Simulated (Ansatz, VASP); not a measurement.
**BaTiO3 in VASP and in Ansatz**

File INCAR:

```
SYSTEM = BaTiO3
ALGO = Normal ; EDIFF = 1E-7
ENCUT = 520 ; GGA = PE
ISIF = 2 ; ISMEAR = -1
LASPH = .TRUE. ; LCHARG = .TRUE.
LELF = .TRUE. ; LREAL = .FALSE.
LVHAR = .TRUE. ; LWAVE = .FALSE.
NBANDS = 28 ; NELM = 60
PREC = Accurate ; SIGMA = 0.05
```

Contents of KPOINTS:

```
k-points
0
G
  7 7 7
  0 0 0
```

The input POSCAR:

```
BaTiO3
1.0
    2.8273666084      1.6323808724      2.3183934932
   -2.8273666084      1.6323808724      2.3183934932
    0.0000000000     -3.2647617449      2.3183934932
Ba Ti O
1 1 3
Direct
   -0.0126770000     -0.0079790000      0.0071180000
    0.4831240000      0.4725880000      0.4820330000
    0.5105020000      0.0092900000      0.5165310000
    0.0211820000      0.5202550000      0.5135860000
    0.5107760000      0.5139200000      0.0142200000
```

File input.yaml:

```yaml
crystal:
  lattice:
    - [2.8273666084, 1.6323808724, 2.3183934932]
    - [-2.8273666084, 1.6323808724, 2.3183934932]
    - [0.0, -3.2647617449, 2.3183934932]
  atoms:
    - { symbol: Ba, position: [-0.012677, -0.007979, 0.007118] }
    - { symbol: Ti, position: [0.483124, 0.472588, 0.482033] }
    - { symbol: O, position: [0.510502, 0.00929, 0.516531] }
    - { symbol: O, position: [0.021182, 0.520255, 0.513586] }
    - { symbol: O, position: [0.510776, 0.51392, 0.01422] }
hamiltonian:
  xc: pbe
  pseudopotentials: { kind: paw }
kpoints:
  mp_grid: { grid: [7, 7, 7] }
scf:
  occupations: { method: fermi_dirac, width: 0.05 }
output:
  forces: true
  stress: true
  eigenvalues: true
  write_density: true
  write_potential: true
  elf: true
  volumetric_format: npy
```

Change from the starting cell: atoms moved at random, drawn with an rms of 0.05 Å.

Alike in both runs: task single point; functional PBE; k mesh 7 × 7 × 7; occupations fermi-dirac, width 0.05 eV; no spin polarisation.

```csv
,VASP,Ansatz
version,VASP 6.6.1,Ansatz 0.2.0
potentials or method,"VASP PAW PBE potentials, release 64 (Ba_sv, Ti_sv, O)",Ansatz PAW
plane-wave cutoff (eV),520,420
valence electrons in the cell,40,40
```

|  | VASP | Ansatz | Ansatz less VASP |
| --- | --- | --- | --- |
| gap on the k mesh at the Fermi level (eV) | 2.56 | 2.61 | +0.052 |
| least direct gap on the mesh (eV) | 2.98 | 2.99 | +0.011 |
| pressure (GPa) | 7.2 | 5.3 | -1.84 |
| largest component of the traceless stress (GPa) | 0.58 | 0.62 | +0.038 |
| rms of the force components (eV/Å) | 0.276 | 0.264 | -0.0120 |

Atom by atom the forces differ by 0.036 eV/Å (rms over components).

Caveats: spin-orbit coupling is left out, which moves the levels of the heavy elements; an odd mesh through Γ misses points on the zone boundary, where band edges often lie (VASP); odd divisions of the mesh miss points on the zone boundary, where band edges often lie, so the gap on the mesh can be too wide (Ansatz); the pressure holds a Pulay correction of +0.5 GPa for the finite cutoff (Ansatz).
